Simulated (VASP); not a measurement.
# PtSe2 (Sudovikovite) (P-3m1) in VASP: further runs

One crystal, PtSe2 (Sudovikovite), is run at these levels: rev-vdW-DF2, PBE+D3(BJ); tasks: relaxation of cell and atoms.

Program: VASP 6.6.1. These are calculated values, not measurements. Logs are shortened: lines on timing, memory, paths and dates and some standing lists are left out, and cuts for length are marked.

**1. The structure**

It takes space group P-3m1 (No. 164, trigonal). Conventional cell: a = 3.724 Å, b = 3.724 Å, c = 5.062 Å, α = 90.00°, β = 90.00°, γ = 120.00°. Pt (site symmetry -3m) has 6 Se at 2.49 Å as nearest neighbours. Se (site symmetry 3m) has 3 Pt at 2.49 Å as nearest neighbours.

**2. Relaxation of cell and atoms, rev-vdW-DF2**

INCAR

```
SYSTEM = PtSe2
PREC     = Accurate       ! precision mode
ENCUT    = 600            ! plane-wave cutoff, eV
EDIFF    = 1E-6           ! SCF threshold, eV
ISMEAR   = 0              ! smearing method
SIGMA    = 0.03           ! smearing width, eV
LREAL    = .False.        ! projectors in reciprocal space
LASPH    = .True.         ! aspherical terms in the spheres
NELM     = 80             ! most SCF steps
ALGO     = Normal         ! electronic algorithm
ISIF     = 3              ! what is computed and relaxed
LWAVE    = .False.        ! write WAVECAR
LCHARG   = .False.        ! write CHGCAR
GGA      = MK             ! functional
LUSE_VDW = .True.       
AGGAC    = 0.0          
PARAM1   = 0.1234       
PARAM2   = 0.711357     
ZAB_VDW  = -1.8867      
IBRION   = 2              ! ionic algorithm
NSW      = 90             ! ionic steps
EDIFFG   = -0.01          ! ionic threshold
KPAR     = 2
```

KPOINTS

```
Automatic mesh
0
Gamma
  9 9 5
  0 0 0
```

POSCAR

```
PtSe2
1.0
    3.7240000000      0.0000000000      0.0000000000
   -1.8620000000      3.2250786037      0.0000000000
    0.0000000000      0.0000000000      5.0620000000
Pt Se
1 2
Direct
    0.0000000000      0.0000000000      0.0000000000
    0.3333333333      0.6666666667      0.2500000000
    0.6666666667      0.3333333333      0.7500000000
```

Potentials or basis: VASP PAW PBE potentials, release 64 (Pt, Se).

Command:

```
$ cat potpaw_PBE.64/Pt/POTCAR potpaw_PBE.64/Se/POTCAR > POTCAR
$ mpirun -np 2 vasp_std > vasp.out
```

OUTCAR:

```text
SYSTEM = PtSe2
   PREC = Accurate
   ENCUT = 600
   EDIFF = 1E-6
   ISMEAR = 0
   LREAL = .False.
   LASPH = .True.
   NELM = 80
   ISIF = 3
   GGA = MK
   IBRION = 2
   NSW = 90
   EDIFFG = -0.01

 ion  position               nearest neighbor table
   1  0.000  0.000  0.000-   2 2.49   3 2.49   3 2.49   2 2.49   3 2.49   2 2.49
   2  0.333  0.667  0.250-   1 2.49   1 2.49   1 2.49
   3  0.667  0.333  0.750-   1 2.49   1 2.49   1 2.49

  LATTYP: Found a hexagonal cell.
 ALAT       =     3.7240000000
 C/A-ratio  =     1.3592910849

  Lattice vectors:

 A1 = (   3.7240000000,   0.0000000000,   0.0000000000)
 A2 = (  -1.8620000000,   3.2250786037,   0.0000000000)
 A3 = (   0.0000000000,   0.0000000000,   5.0620000000)

Analysis of symmetry for initial positions (statically):
=====================================================================
 Subroutine PRICEL returns:
 Original cell was already a primitive cell.

 Routine SETGRP: Setting up the symmetry group for a
 hexagonal supercell.

 Subroutine GETGRP returns: Found 12 space group operations
 (whereof 12 operations were pure point group operations)
 out of a pool of 24 trial point group operations.

The static configuration has the point symmetry D_3d.

Analysis of symmetry for dynamics (positions and initial velocities):
=====================================================================
 Subroutine PRICEL returns:
 Original cell was already a primitive cell.

 Routine SETGRP: Setting up the symmetry group for a
 hexagonal supercell.

 Subroutine GETGRP returns: Found 12 space group operations
 (whereof 12 operations were pure point group operations)
 out of a pool of 24 trial point group operations.

The dynamic configuration has the point symmetry D_3d.

 Subroutine INISYM returns: Found 12 space group operations
 (whereof 12 operations are pure point group operations),
 and found     1 'primitive' translations

----------------------------------------------------------------------------------------

                                     Primitive cell

  volume of cell :      60.7956

  direct lattice vectors                    reciprocal lattice vectors
     3.724000000  0.000000000  0.000000000     0.268528464  0.155034981  0.000000000
    -1.862000000  3.225078604  0.000000000     0.000000000  0.310069962  0.000000000
[... 119 lines left out ...]
   LRPA    =     F    only Hartree local field effects (RPA)
 conjugate gradient relaxation of ions
 non-spin polarized calculation
 Gauss-broadening in eV      SIGMA  =   0.03
  energy-cutoff  :      600.00
  volume of cell :       60.80
 maximum number of plane-waves:      2053
 NGX is ok and might be reduce to    30
   NGX = 15   NGY = 15   NGZ = 21

--------------------------------------- Ionic step        1  -------------------------------------------

 number of electron      21.9999999 magnetization

 Free energy of the ion-electron system (eV)
  ---------------------------------------------------
  ext. energy  EPLUGINS =         0.00000000
  ---------------------------------------------------
  free energy    TOTEN  =        -9.35508754 eV

  energy without entropy =       -9.35464838  energy(sigma->0) =       -9.35486796

------------------------ aborting loop because EDIFF is reached ----------------------------------------

  FORCE on cell =-STRESS in cart. coord.  units (eV):
  Direction    XX          YY          ZZ          XY          YZ          ZX
  --------------------------------------------------------------------------------------
  -------------------------------------------------------------------------------------
  Total        2.4993844      2.4993844      1.8184407     -0.0000000     -0.0000000      0.0000000
  in kB       65.8675522     65.8675522     47.9222949     -0.0000000     -0.0000000      0.0000000
  external PRESSURE =      59.8857998 kB  Pullay stress =       0.0000000 kB
[... 100 lines left out ...]
  energy  without entropy=       -9.4094867488  energy(sigma->0) =       -9.40965730

Total vdW correction in eV:      3.1303860

[... ionic steps 4 to 11 ...]

--------------------------------------- Ionic step       12  -------------------------------------------

 number of electron      22.0000002 magnetization

------------------------ aborting loop because EDIFF is reached ----------------------------------------
[... 73 lines left out ...]
--------------------------------------- Ionic step       14  -------------------------------------------

 number of electron      22.0000002 magnetization

 Free energy of the ion-electron system (eV)
  ---------------------------------------------------
  ext. energy  EPLUGINS =         0.00000000
  ---------------------------------------------------
  free energy    TOTEN  =        -9.41632953 eV

  energy without entropy =       -9.41591512  energy(sigma->0) =       -9.41612233

 E-fermi :   6.1859     XC(G=0): -10.6859

 val. band max:        6.1293204440   @ k =   0.0000   0.2222   0.2000
 cond. band min:       6.2002063253   @ k =  -0.1111   0.4444   0.2000
 fundamental gap:      0.0708858813
 Fermi energy:         6.1858941358

 k-point     1 :       0.0000    0.0000    0.0000
  band No.  band energies     occupation
      1      -9.2504      2.00000
      2      -6.4829      2.00000
      3      -0.7476      2.00000
      4       0.1277      2.00000
      5       0.1277      2.00000
      6       2.4575      2.00000
      7       2.4575      2.00000
      8       3.7048      2.00000
      9       5.2021      2.00000
     10       5.2021      2.00000
     11       6.7958      0.00000
     12       7.3290      0.00000
     13       7.3290      0.00000
     14       9.6983      0.00000
[... 401 lines left out ...]
      2      -6.9719      2.00000
      3      -0.2580      2.00000
      4       0.3672      2.00000
      5       0.6994      2.00000
      6       1.4052      2.00000
      7       2.0670      2.00000
      8       2.9037      2.00000
      9       4.0378      2.00000
     10       4.3443      2.00000
     11       5.6119      2.00000
     12       6.4021      0.00000
     13       7.4895      0.00000
     14      10.6407      0.00000
     15      12.3329      0.00000

 [... further k-points ...]

------------------------ aborting loop because EDIFF is reached ----------------------------------------

  FORCE on cell =-STRESS in cart. coord.  units (eV):
  Direction    XX          YY          ZZ          XY          YZ          ZX
  --------------------------------------------------------------------------------------
  -------------------------------------------------------------------------------------
  Total       -0.0042783     -0.0042783      0.0056164      0.0000000      0.0000000      0.0000000
  in kB       -0.1112845     -0.1112845      0.1460888      0.0000000      0.0000000      0.0000000
  external PRESSURE =      -0.0254934 kB  Pullay stress =       0.0000000 kB
[... 22 lines left out ...]
  energy  without entropy=       -9.4159151238  energy(sigma->0) =       -9.41612233

Total vdW correction in eV:      3.0732734

 reached required accuracy - stopping structural energy minimisation
```

OSZICAR:

```text
N       E                     dE             d eps       ncg     rms          rms(c)
DAV:   1     0.132941200542E+03    0.13294E+03   -0.11159E+04  1508   0.146E+03
DAV:   2    -0.438743044515E+01   -0.13733E+03   -0.13441E+03  1921   0.252E+02
DAV:   3    -0.101258613489E+02   -0.57384E+01   -0.56832E+01  1857   0.540E+01
DAV:   4    -0.101740440546E+02   -0.48183E-01   -0.48170E-01  1787   0.531E+00
[... 109 lines left out ...]
DAV:   1    -0.941637458170E+01   -0.63543E-04   -0.33142E-03  1500   0.428E-01    0.385E-02
DAV:   2    -0.941633877106E+01    0.35811E-04   -0.15529E-04  1801   0.107E-01    0.184E-02
DAV:   3    -0.941633107906E+01    0.76920E-05   -0.20414E-05  1626   0.357E-02    0.856E-03
DAV:   4    -0.941632948554E+01    0.15935E-05   -0.81725E-06  1633   0.247E-02    0.460E-03
DAV:   5    -0.941632953092E+01   -0.45384E-07   -0.28562E-07   757   0.448E-03
  14 F= -.94163295E+01 E0= -.94161223E+01  d E =-.186583E-04
```

CONTCAR:

```text
PtSe2
   1.00000000000000
     3.7809269337838116    0.0000000000000000    0.0000000000000000
    -1.8904634668919058    3.2743787745166433    0.0000000000000000
     0.0000000000000000    0.0000000000000000    4.9753582870522957
  Pt              Se
     1     2
Direct
     0.0000000000000000    0.0000000000000000    0.0000000000000000
     0.3333333332999970    0.6666666667000030    0.2609918288603201
     0.6666666667000030    0.3333333332999970    0.7390081711396800

  0.00000000E+00  0.00000000E+00  0.00000000E+00
  0.00000000E+00  0.00000000E+00  0.00000000E+00
  0.00000000E+00  0.00000000E+00  0.00000000E+00
```

Run time: 8.2 min. Hardware: 2 MPI ranks of Intel Xeon 6975P-C (Granite Rapids), shared host; peak memory 0.43 GiB.

Results:

```
Free energy                            : -9.4163 eV
Relaxed volume                         : 20.53 Å³/atom
Relaxed cell                           : a = 3.781 Å, b = 3.781 Å, c = 4.975 Å, α = 90.00°, β = 90.00°, γ = 120.00°
Space group after relaxing (to 0.05 Å) : P-3m1 (No. 164)
Energy gained by relaxing              : 20.4 meV/atom
Ionic steps                            : 14
Pressure after relaxing                : 0.0 GPa
Band gap on the k mesh                 : none (metal or under the smearing width)
```

Forces on the atoms (eV/Å):
```
Pt   0.000  0.000  0.000
Se   0.000  0.000 -0.003
Se   0.000  0.000  0.003
```

Step by step:
```
step  energy change (eV)  largest force (eV/Å)  pressure (GPa)  volume (Å³)
   1              0.0000                0.7312            5.99        60.80
   2              0.0820                0.7062           -7.90        67.70
   3             -0.0547                0.1038           -0.32        63.32
   4             -0.0548                0.1158           -0.18        63.27
   5             -0.0560                0.0890           -0.15        63.11
   6             -0.0575                0.0236           -0.06        62.73
   7             -0.0575                0.0044           -0.03        62.61
   8             -0.0588                0.0032           -0.09        62.41
   9             -0.0611                0.0259           -0.19        61.78
  10             -0.0611                0.0329           -0.20        61.68
  11             -0.0596                0.0870            1.01        61.05
  12             -0.0612                0.0118            0.01        61.57
  13             -0.0612                0.0109            0.02        61.57
  14             -0.0612                0.0029            0.00        61.60
```

Final structure:
```cif
data_structure
_symmetry_space_group_name_H-M 'P 1'
_symmetry_Int_Tables_number 1
_cell_length_a 3.7809
_cell_length_b 3.7809
_cell_length_c 4.9754
_cell_angle_alpha 90.000
_cell_angle_beta 90.000
_cell_angle_gamma 120.000
_cell_volume 61.60
loop_
_atom_site_label
_atom_site_type_symbol
_atom_site_fract_x
_atom_site_fract_y
_atom_site_fract_z
_atom_site_occupancy
Pt1 Pt 0.00000 0.00000 0.00000 1
Se1 Se 0.33333 0.66667 0.26099 1
Se2 Se 0.66667 0.33333 0.73901 1
```

Caveat: the PAW data sets were made with another functional, which shifts forces and pressure a little. Zero-point motion and thermal expansion aren't in these numbers.

**3. Relaxation of cell and atoms, rev-vdW-DF2**

This run uses another cell than the first one, of 20.53 Å³/atom, 1.013 times its volume.

INCAR: that of step 2 with these lines changed.

```diff
@@ -3,3 +3,3 @@
 ENCUT    = 600            ! plane-wave cutoff, eV
-EDIFF    = 1E-6           ! SCF threshold, eV
+EDIFF    = 1E-7           ! SCF threshold, eV
 ISMEAR   = 0              ! smearing method
@@ -21,3 +21,3 @@
 NSW      = 90             ! ionic steps
-EDIFFG   = -0.01          ! ionic threshold
+EDIFFG   = -0.005         ! ionic threshold
 KPAR     = 2
```

KPOINTS is that of step 2.

POSCAR

```
PtSe2                                   
1.0
    3.7809269338      0.0000000000      0.0000000000
   -1.8904634669      3.2743787745      0.0000000000
    0.0000000000      0.0000000000      4.9753582871
  Pt              Se            
     1     2
Direct
     0.0000000000000000    0.0000000000000000    0.0000000000000000
     0.3333333332999970    0.6666666667000030    0.2609918288603201
     0.6666666667000030    0.3333333332999970    0.7390081711396800
```

Potentials or basis: VASP PAW PBE potentials, release 64 (Pt, Se).

Command:

```
$ cat potpaw_PBE.64/Pt/POTCAR potpaw_PBE.64/Se/POTCAR > POTCAR
$ mpirun -np 2 vasp_std > vasp.out
```

OUTCAR:

```text
SYSTEM = PtSe2
   PREC = Accurate
   ENCUT = 600
   EDIFF = 1E-7
   ISMEAR = 0
   LREAL = .False.
   LASPH = .True.
   NELM = 80
   ISIF = 3
   GGA = MK
   IBRION = 2
   NSW = 90
   EDIFFG = -0.005

 ion  position               nearest neighbor table
   1  0.000  0.000  0.000-   2 2.54   3 2.54   2 2.54   3 2.54   3 2.54   2 2.54
   2  0.333  0.667  0.261-   1 2.54   1 2.54   1 2.54
   3  0.667  0.333  0.739-   1 2.54   1 2.54   1 2.54

  LATTYP: Found a hexagonal cell.
 ALAT       =     3.7809269338
[... 633 lines left out ...]
  Direction    XX          YY          ZZ          XY          YZ          ZX
  --------------------------------------------------------------------------------------
  -------------------------------------------------------------------------------------
  Total       -0.0033317     -0.0033317      0.0060431      0.0000000      0.0000000     -0.0000000
  in kB       -0.0866604     -0.0866604      0.1571868      0.0000000      0.0000000     -0.0000000
  external PRESSURE =      -0.0053780 kB  Pullay stress =       0.0000000 kB

 VOLUME and BASIS-vectors are now :
 -----------------------------------------------------------------------------
  energy-cutoff  :      600.00
  volume of cell :       61.60
      direct lattice vectors                 reciprocal lattice vectors
     3.780926934  0.000000000  0.000000000     0.264485407  0.152700721  0.000000000
    -1.890463467  3.274378775  0.000000000     0.000000000  0.305401442  0.000000000
     0.000000000  0.000000000  4.975358287     0.000000000  0.000000000  0.200990550

 POSITION                                       TOTAL-FORCE (eV/Angst)
 -----------------------------------------------------------------------------------
      0.00000      0.00000      0.00000         0.000000      0.000000      0.000000
     -0.00000      2.18292      1.29853         0.000000     -0.000000     -0.002922
      1.89046      1.09146      3.67683        -0.000000      0.000000      0.002922
 -----------------------------------------------------------------------------------
    total drift:                                0.000000     -0.000000      0.000000

  FREE ENERGIE OF THE ION-ELECTRON SYSTEM (eV)
  ---------------------------------------------------
  free  energy   TOTEN  =        -9.4164261486 eV

  energy  without entropy=       -9.4160117923  energy(sigma->0) =       -9.41621897

Total vdW correction in eV:      3.0732669

 reached required accuracy - stopping structural energy minimisation
```

CONTCAR:

```text
PtSe2
   1.00000000000000
     3.7809269338000000    0.0000000000000000    0.0000000000000000
    -1.8904634669000000    3.2743787745000001    0.0000000000000000
     0.0000000000000000    0.0000000000000000    4.9753582870999997
  Pt              Se
     1     2
Direct
     0.0000000000000000    0.0000000000000000    0.0000000000000000
     0.3333333332999970    0.6666666667000030    0.2609918288603197
     0.6666666667000030    0.3333333332999970    0.7390081711396803

  0.00000000E+00  0.00000000E+00  0.00000000E+00
  0.00000000E+00  0.00000000E+00  0.00000000E+00
  0.00000000E+00  0.00000000E+00  0.00000000E+00
```

Run time: 54 s. Hardware: 2 MPI ranks of Intel Xeon 6975P-C (Granite Rapids), shared host; peak memory 0.43 GiB.

What came out:

```yaml
Free_energy: -9.4164 eV
Pressure_after_relaxing: 0.0 GPa
Band_gap_on_the_k_mesh: none (metal or under the smearing width)
```

Forces on the atoms (eV/Å):
```
Pt   0.000  0.000  0.000
Se   0.000  0.000 -0.003
Se   0.000  0.000  0.003
```

Final structure:
```
Pt Se
1.0
     3.78093    0.00000    0.00000
    -1.89046    3.27438    0.00000
     0.00000    0.00000    4.97536
Pt Se
1 2
Direct
  0.00000 0.00000 0.00000
  0.33333 0.66667 0.26099
  0.66667 0.33333 0.73901
```

Caveat: the relaxation stopped at its first step, so nothing moved; the PAW data sets were made with another functional, which shifts forces and pressure a little. The run has no spin-orbit coupling, so splittings on Pt are missing.

**4. Relaxation of cell and atoms, PBE+D3(BJ)**

INCAR

```
SYSTEM = PtSe2
PREC = Accurate
ENCUT = 600
EDIFF = 1E-6
ISMEAR = 0
SIGMA = 0.03
LREAL = .False.
LASPH = .True.
NELM = 80
ALGO = Normal
ISIF = 3
LWAVE = .False.
LCHARG = .False.
GGA = PE
IVDW = 12
IBRION = 2
NSW = 90
EDIFFG = -0.01
```

KPOINTS is that of step 3.

POSCAR

```
PtSe2
1.0
    3.7240000000      0.0000000000      0.0000000000
   -1.8620000000      3.2250786037      0.0000000000
    0.0000000000      0.0000000000      5.0620000000
Pt Se
1 2
Direct
    0.0000000000      0.0000000000      0.0000000000
    0.3333333333      0.6666666667      0.2500000000
    0.6666666667      0.3333333333      0.7500000000
```

Command:

```
$ cat potpaw_PBE.64/Pt/POTCAR potpaw_PBE.64/Se/POTCAR > POTCAR
$ mpirun -np 1 vasp_std > vasp.out
```

It took 7.4 min on 1 thread of Intel Xeon Platinum 8259CL at 2.50GHz (Skylake/Cascade Lake), shared host; peak memory 0.24 GiB.

The run converged. Its results:

| Quantity | Value |
| --- | --- |
| Free energy | -15.6656 eV |
| Relaxed volume | 19.74 Å³/atom |
| Relaxed cell | a = 3.770 Å, b = 3.770 Å, c = 4.812 Å, α = 90.00°, β = 90.00°, γ = 120.00° |
| Space group after relaxing (to 0.05 Å) | P-3m1 (No. 164) |
| Energy gained by relaxing | 17.0 meV/atom |
| Ionic steps | 20 |
| Pressure after relaxing | 0.0 GPa |
| Band gap on the k mesh | none (metal or under the smearing width) |
| Dispersion energy per atom | -0.492 eV |

Stress tensor (GPa, compression positive):
```
-0.01  0.00  0.00
 0.00 -0.01  0.00
 0.00  0.00  0.08
```

The path:
```csv
step,energy change (eV),largest force (eV/Å),pressure (GPa),volume (Å³)
1,0.0000,0.6006,3.50,60.80
2,0.0320,0.3870,-5.82,64.77
3,-0.0234,0.1841,-0.55,62.31
4,-0.0234,0.1918,-0.48,62.28
5,-0.0282,0.1640,-0.42,61.93
6,-0.0396,0.0765,-0.22,60.88
7,-0.0415,0.1775,0.61,58.80
8,-0.0449,0.0420,0.19,59.80
9,-0.0491,0.0906,-0.42,59.66
10,-0.0495,0.1121,-0.67,59.60
11,-0.0493,0.0600,0.92,58.67
12,-0.0507,0.0292,0.08,59.15
13,-0.0508,0.0204,-0.01,59.21
14,-0.0509,0.0172,-0.04,59.23
15,-0.0509,0.0155,-0.02,59.24
16,-0.0509,0.0129,-0.08,59.26
17,-0.0509,0.0153,-0.06,59.25
18,-0.0509,0.0123,0.13,59.21
19,-0.0509,0.0006,0.03,59.23
20,-0.0509,0.0018,0.02,59.23
```

Final structure:
```xyz
3
Lattice="3.7698 0.0000 0.0000 -1.8849 3.2648 0.0000 0.0000 0.0000 4.8123" Properties=species:S:1:pos:R:3 pbc="T T T"
Pt    0.0000    0.0000    0.0000
Se    0.0000    2.1765    1.2831
Se    1.8849    1.0883    3.5291
```

Levels at points of the mesh, in eV from the Fermi level:
| k point | band 7 | band 8 | band 9 | band 10 | band 11 | band 12 | band 13 | band 14 | band 15 |
| --- | --- | --- | --- | --- | --- | --- | --- | --- | --- |
| (0.00, 0.00, 0.00) | -3.81 | -2.50 | -1.03 | -1.03 | 0.77 | 1.02 | 1.02 | 3.33 | 4.09 |

Caveat: pairwise dispersion overbinds metals, which lowers pressure and volume. Spin-orbit coupling is left out, which matters for the levels of Pt.
